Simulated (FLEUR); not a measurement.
Here is a FLEUR MaX-R8.1 (later development tree) calculation.

File inp.xml:

```xml
<?xml version="1.0" encoding="UTF-8" standalone="no"?>
<fleurInput fleurInputVersion="0.39">
   <comment>
      SiC                                                                                                 
   </comment>
   <calculationSetup>
      <cutoffs Kmax="5.54" Gmax="17.2" GmaxXC="17.2" numbands="0"/>
      <scfLoop itmax="60" minDistance="0.00001" maxIterBroyd="15" imix="Anderson" alpha="0.05" precondParam="0.0" spinf="2.0" sdNocoIR="T"/>
      <coreElectrons ctail="T" frcor="F" kcrel="0" coretail_lmax="0"/>
      <xcFunctional name="PBEs" relativisticCorrections="F"/>
      <magnetism jspins="1"/>
      <soc l_soc="F" theta="0.0" phi="0.0" spav="F"/>
      <expertModes spex="0" secvar="F"/>
      <geometryOptimization l_f="F" forcealpha="1.0" forcemix="BFGS" epsdisp="0.00001" epsforce="0.00001"/>
      <ldaU l_linMix="F" mixParam="0.05" spinf="1.0"/>
   </calculationSetup>
   <cell>
      <bzIntegration valenceElectrons="16.0" mode="hist" fermiSmearingEnergy="0.00183747">
         <kPointListSelection listName="default-1"/>
         <!-- k-points included here -->
         <xi:include xmlns:xi="http://www.w3.org/2001/XInclude" href="kpts.xml"> </xi:include>
      </bzIntegration>
      <!-- symmetry operations included here -->
      <xi:include xmlns:xi="http://www.w3.org/2001/XInclude" href="sym.xml"> </xi:include>
      <bulkLattice scale="1.0">
         <bravaisMatrix>
            <row-1>    0.0000000000000000     4.1177132255033992     4.1177132255033992</row-1>
            <row-2>    4.1177132255033992     0.0000000000000000     4.1177132255033992</row-2>
            <row-3>    4.1177132255033992     4.1177132255033992     0.0000000000000000</row-3>
         </bravaisMatrix>
      </bulkLattice>
   </cell>
   <atomSpecies>
      <species name="Silicon (Si)" element="Si" atomicNumber="14">
         <mtSphere radius="1.77" gridPoints="585" logIncrement="0.019"/>
         <atomicCutoffs lmax="8" lnonsphr="8"/>
         <electronConfig flipSpins="F">
            <coreConfig>(1s1/2)</coreConfig>
            <valenceConfig>(2s1/2) (2p1/2) (2p3/2) (3s1/2) (3p1/2) (3p3/2)</valenceConfig>
            <stateOccupation state="(3p1/2)" spinUp="0.333333" spinDown="0.333333"/>
            <stateOccupation state="(3p3/2)" spinUp="0.666667" spinDown="0.666667"/>
         </electronConfig>
         <energyParameters s="3" p="3" d="3" f="4"/>
         <lo type="SCLO" l="0" n="2" eDeriv="0"/>
         <lo type="SCLO" l="1" n="2" eDeriv="0"/>
         <lo type="SCLO" l="2" n="3" eDeriv="2"/>
         <lo type="SCLO" l="3" n="4" eDeriv="2"/>
      </species>
      <species name="Carbon (C)" element="C" atomicNumber="6">
         <mtSphere radius="1.53" gridPoints="507" logIncrement="0.02"/>
         <atomicCutoffs lmax="8" lnonsphr="8"/>
         <electronConfig flipSpins="F">
            <coreConfig>(1s1/2)</coreConfig>
            <valenceConfig>(2s1/2) (2p1/2) (2p3/2)</valenceConfig>
            <stateOccupation state="(2p1/2)" spinUp="0.333333" spinDown="0.333333"/>
            <stateOccupation state="(2p3/2)" spinUp="0.666667" spinDown="0.666667"/>
         </electronConfig>
         <energyParameters s="2" p="2" d="3" f="4"/>
         <lo type="SCLO" l="0" n="2" eDeriv="2"/>
         <lo type="SCLO" l="1" n="2" eDeriv="2"/>
         <lo type="SCLO" l="2" n="3" eDeriv="2"/>
      </species>
   </atomSpecies>
   <atomGroups>
      <atomGroup species="Silicon (Si)">
         <relPos label="                   1">.0000000000 .0000000000 .0000000000</relPos>
         <force calculate="T" relaxXYZ="TTT"/>
      </atomGroup>
      <atomGroup species="Carbon (C)">
         <relPos label="                   2">-1.000/4.000 -1.000/4.000 -1.000/4.000</relPos>
         <force calculate="T" relaxXYZ="TTT"/>
      </atomGroup>
   </atomGroups>
   <output dos="F" band="F" slice="F">
      <checks vchk="F" cdinf="F"/>
      <bandDOS minEnergy="-.5*Htr" maxEnergy="0.5*Htr" sigma="0.015" storeEVData="T"/>
      <vacuumDOS vacdos="F" integ="F" star="F" nstars="0" locx1="0.0" locy1="0.0" locx2="0.0" locy2="0.0" nstm="0" tworkf="0.0"/>
      <unfoldingBand unfoldBand="F" supercellX="1" supercellY="1" supercellZ="1"/>
      <plotting iplot="0" polar="F">
         <plot TwoD="T" vec1="  1.0  0.0  0.0" vec2="  0.0  1.0  0.0" vec3="  0.0  0.0  1.0" zero="  0.0  0.0  0.0" file="plot"/>
      </plotting>
      <chargeDensitySlicing numkpt="0" minEigenval="0.0" maxEigenval="0.0" nnne="0" pallst="F"/>
      <specialOutput eonly="F"/>
      <moessbauerParams electricFieldGradient="T" isomerShift="T" coreHyperfine="T" valenceHyperfine="T"/>
      <magneticCircularDichroism mcd="F" energyLo="-10.0" energyUp="0.0"/>
   </output>
  <!-- We include the file relax.xml here to enable relaxations (see documentation) -->
  <xi:include xmlns:xi="http://www.w3.org/2001/XInclude" href="relax.xml"> <xi:fallback/> </xi:include>
</fleurInput>
```

crystal.txt

```
SiC
&input cartesian=F /
0.0000000000  2.1790000000  2.1790000000
2.1790000000  0.0000000000  2.1790000000
2.1790000000  2.1790000000  0.0000000000
1.8897261246
1.0 1.0 1.0

2
14 0.0000000000  0.0000000000  0.0000000000
6 0.7500000000  0.7500000000  0.7500000000

&kpt div1=10 div2=10 div3=10 gamma=T /
```

Contents of inp.xml (bands):

```
<?xml version="1.0" encoding="UTF-8" standalone="no"?>
<fleurInput fleurInputVersion="0.39">
   <comment>
      SiC                                                                                                 
   </comment>
   <calculationSetup>
      <cutoffs Kmax="5.54" Gmax="17.2" GmaxXC="17.2" numbands="0"/>
      <scfLoop itmax="60" minDistance="0.00001" maxIterBroyd="15" imix="Anderson" alpha="0.05" precondParam="0.0" spinf="2.0" sdNocoIR="T"/>
      <coreElectrons ctail="T" frcor="F" kcrel="0" coretail_lmax="0"/>
      <xcFunctional name="PBEs" relativisticCorrections="F"/>
      <magnetism jspins="1"/>
      <soc l_soc="F" theta="0.0" phi="0.0" spav="F"/>
      <expertModes spex="0" secvar="F"/>
      <geometryOptimization l_f="F" forcealpha="1.0" forcemix="BFGS" epsdisp="0.00001" epsforce="0.00001"/>
      <ldaU l_linMix="F" mixParam="0.05" spinf="1.0"/>
   </calculationSetup>
   <cell>
      <bzIntegration valenceElectrons="16.0" mode="hist" fermiSmearingEnergy="0.00183747">
         <kPointListSelection listName="path-1"/>
         <!-- k-points included here -->
         <xi:include xmlns:xi="http://www.w3.org/2001/XInclude" href="kpts.xml"> </xi:include>
      </bzIntegration>
      <!-- symmetry operations included here -->
      <xi:include xmlns:xi="http://www.w3.org/2001/XInclude" href="sym.xml"> </xi:include>
      <bulkLattice scale="1.0">
         <bravaisMatrix>
            <row-1>    0.0000000000000000     4.1177132255033992     4.1177132255033992</row-1>
            <row-2>    4.1177132255033992     0.0000000000000000     4.1177132255033992</row-2>
            <row-3>    4.1177132255033992     4.1177132255033992     0.0000000000000000</row-3>
         </bravaisMatrix>
      </bulkLattice>
   </cell>
   <atomSpecies>
      <species name="Silicon (Si)" element="Si" atomicNumber="14">
         <mtSphere radius="1.77" gridPoints="585" logIncrement="0.019"/>
         <atomicCutoffs lmax="8" lnonsphr="8"/>
         <electronConfig flipSpins="F">
            <coreConfig>(1s1/2)</coreConfig>
            <valenceConfig>(2s1/2) (2p1/2) (2p3/2) (3s1/2) (3p1/2) (3p3/2)</valenceConfig>
            <stateOccupation state="(3p1/2)" spinUp="0.333333" spinDown="0.333333"/>
            <stateOccupation state="(3p3/2)" spinUp="0.666667" spinDown="0.666667"/>
         </electronConfig>
         <energyParameters s="3" p="3" d="3" f="4"/>
         <lo type="SCLO" l="0" n="2" eDeriv="0"/>
         <lo type="SCLO" l="1" n="2" eDeriv="0"/>
         <lo type="SCLO" l="2" n="3" eDeriv="2"/>
         <lo type="SCLO" l="3" n="4" eDeriv="2"/>
      </species>
      <species name="Carbon (C)" element="C" atomicNumber="6">
         <mtSphere radius="1.53" gridPoints="507" logIncrement="0.02"/>
         <atomicCutoffs lmax="8" lnonsphr="8"/>
         <electronConfig flipSpins="F">
            <coreConfig>(1s1/2)</coreConfig>
            <valenceConfig>(2s1/2) (2p1/2) (2p3/2)</valenceConfig>
            <stateOccupation state="(2p1/2)" spinUp="0.333333" spinDown="0.333333"/>
            <stateOccupation state="(2p3/2)" spinUp="0.666667" spinDown="0.666667"/>
         </electronConfig>
         <energyParameters s="2" p="2" d="3" f="4"/>
         <lo type="SCLO" l="0" n="2" eDeriv="2"/>
         <lo type="SCLO" l="1" n="2" eDeriv="2"/>
         <lo type="SCLO" l="2" n="3" eDeriv="2"/>
      </species>
   </atomSpecies>
   <atomGroups>
      <atomGroup species="Silicon (Si)">
         <relPos label="                   1">.0000000000 .0000000000 .0000000000</relPos>
         <force calculate="T" relaxXYZ="TTT"/>
      </atomGroup>
      <atomGroup species="Carbon (C)">
         <relPos label="                   2">-1.000/4.000 -1.000/4.000 -1.000/4.000</relPos>
         <force calculate="T" relaxXYZ="TTT"/>
      </atomGroup>
   </atomGroups>
   <output dos="F" band="T" slice="F">
      <checks vchk="F" cdinf="F"/>
      <bandDOS minEnergy="-.5*Htr" maxEnergy="0.5*Htr" sigma="0.015" storeEVData="T"/>
      <vacuumDOS vacdos="F" integ="F" star="F" nstars="0" locx1="0.0" locy1="0.0" locx2="0.0" locy2="0.0" nstm="0" tworkf="0.0"/>
      <unfoldingBand unfoldBand="F" supercellX="1" supercellY="1" supercellZ="1"/>
      <plotting iplot="0" polar="F">
         <plot TwoD="T" vec1="  1.0  0.0  0.0" vec2="  0.0  1.0  0.0" vec3="  0.0  0.0  1.0" zero="  0.0  0.0  0.0" file="plot"/>
      </plotting>
      <chargeDensitySlicing numkpt="0" minEigenval="0.0" maxEigenval="0.0" nnne="0" pallst="F"/>
      <specialOutput eonly="F"/>
      <moessbauerParams electricFieldGradient="T" isomerShift="T" coreHyperfine="T" valenceHyperfine="T"/>
      <magneticCircularDichroism mcd="F" energyLo="-10.0" energyUp="0.0"/>
   </output>
  <!-- We include the file relax.xml here to enable relaxations (see documentation) -->
  <xi:include xmlns:xi="http://www.w3.org/2001/XInclude" href="relax.xml"> <xi:fallback/> </xi:include>
</fleurInput>
```

Potentials or basis: all-electron, FLAPW.

Command:

```sh
$ inpgen -f crystal.txt -profile fastHighL
$ # inp.xml edited to the form shown
$ fleur_MPI
$ fleur_MPI   # second run, on inp.xml (bands)
```

Question: Estimate the band gap on the k mesh.

Answer: 1.24 eV, indirect (least direct gap 4.45 eV).

Question: What does it give for the band gap along the path?

Answer: 1.24 eV, indirect (least direct gap 4.45 eV).

Levels at the corners of the path, in eV from the valence-band top:
| point | band 6 | band 7 | band 8 | band 9 | band 10 | band 11 |
| --- | --- | --- | --- | --- | --- | --- |
| Γ | 0.00 | 0.00 | 0.00 | 6.18 | 7.24 | 7.24 |
| X | -7.84 | -3.21 | -3.21 | 1.24 | 4.20 | 13.95 |
| W | -7.04 | -5.05 | -4.75 | 5.12 | 9.37 | 9.42 |
| K | -7.30 | -5.61 | -2.61 | 3.00 | 7.68 | 11.77 |
| Γ | 0.00 | 0.00 | 0.00 | 6.18 | 7.24 | 7.24 |
| L | -8.60 | -1.06 | -1.06 | 5.37 | 7.14 | 7.14 |
| U | -7.30 | -5.61 | -2.61 | 3.00 | 7.68 | 11.77 |
| W | -7.04 | -5.05 | -4.75 | 5.12 | 9.37 | 9.42 |
| L | -8.60 | -1.06 | -1.06 | 5.37 | 7.14 | 7.14 |
| K | -7.30 | -5.61 | -2.61 | 3.00 | 7.68 | 11.77 |
| U | -7.30 | -5.61 | -2.61 | 3.00 | 7.68 | 11.77 |
| X | -7.84 | -3.21 | -3.21 | 1.24 | 4.20 | 13.95 |

**Experimental background.**

From “Insight into the structural, elastic and electronic properties of a new orthorhombic 6O-SiC polytype”, 2020, pmc:7200658, for a bulk crystal of SiC: band gap 2.4 eV (indirect).

Measured gap of SiC: 2.4 eV (indirect; quoted in “Insight into the structural, elastic and electronic properties of a new orthorhombic 6O-SiC polytype”, 2020, pmc:7200658). This calculation gives 1.24 eV (-1.16 eV). The value is that of PBEsol, without temperature or zero-point motion. Semilocal functionals fall short of measured gaps as a rule.
